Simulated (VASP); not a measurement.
Input of a VASP 6.6.1 run:

Contents of INCAR:

```
SYSTEM = ZnCu
ALGO = Fast ; EDIFF = 1E-7
ENCUT = 520 ; GGA = PE
ISIF = 2 ; ISMEAR = -1
LASPH = .TRUE. ; LCHARG = .TRUE.
LELF = .TRUE. ; LREAL = .FALSE.
LVHAR = .TRUE. ; LWAVE = .FALSE.
NBANDS = 18 ; NELM = 60
PREC = Accurate ; SIGMA = 0.1
```

The input KPOINTS:

```
k-points
0
G
  8 8 8
  0 0 0
```

POSCAR

```
ZnCu
1.0
    2.9645038797      0.0000000000      0.0000000000
    0.0000000000      2.9645038797      0.0000000000
    0.0000000000      0.0000000000      2.9645038797
Zn Cu
1 1
Direct
    0.5000000000      0.5000000000      0.5000000000
    0.0000000000      0.0000000000      0.0000000000
```

Potentials or basis: VASP PAW PBE potentials, release 64 (Zn, Cu).

Launch:

```bash
$ cat potpaw_PBE.64/Zn/POTCAR potpaw_PBE.64/Cu/POTCAR > POTCAR
$ mpirun -np 1 vasp_std > vasp.out
```

(1) What does it give for the band gap on the k mesh?

(2) What does it give for the pressure?

Answers

(1) none (metal or under the smearing width).

(2) 0.6 GPa.
